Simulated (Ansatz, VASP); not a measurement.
**Two plane-wave programs on TiC**

```
Ti C
1.0
     0.00000    2.16162    2.16162
     2.16162    0.00000    2.16162
     2.16162    2.16162    0.00000
Ti C
1 1
Direct
  0.50000 0.50000 0.50000
  0.00000 0.00000 0.00000
```

Change from the starting cell: the structure that the rattled cell fell into.

Alike in both runs: task single point; functional PBE; k mesh 6 × 6 × 6; occupations gaussian, width 0.1 eV; no spin polarisation.

```csv
,VASP,Ansatz
version,VASP 6.6.1,Ansatz 0.2.0
potentials or method,"VASP PAW PBE potentials, release 64 (Ti_sv, C)","scalar-relativistic, plane waves, PAW"
plane-wave cutoff (eV),520,420
valence electrons in the cell,16,16
```

|  | VASP | Ansatz | Ansatz less VASP |
| --- | --- | --- | --- |
| gap on the k mesh at the Fermi level (eV) | none | none | - |
| pressure (GPa) | 1.9 | 1.8 | -0.14 |

A gap of «none» marks a metal or a gap that the smearing closes.

Caveats: the k mesh is coarse (spacing up to 0.42 Å⁻¹), so the values aren't converged.
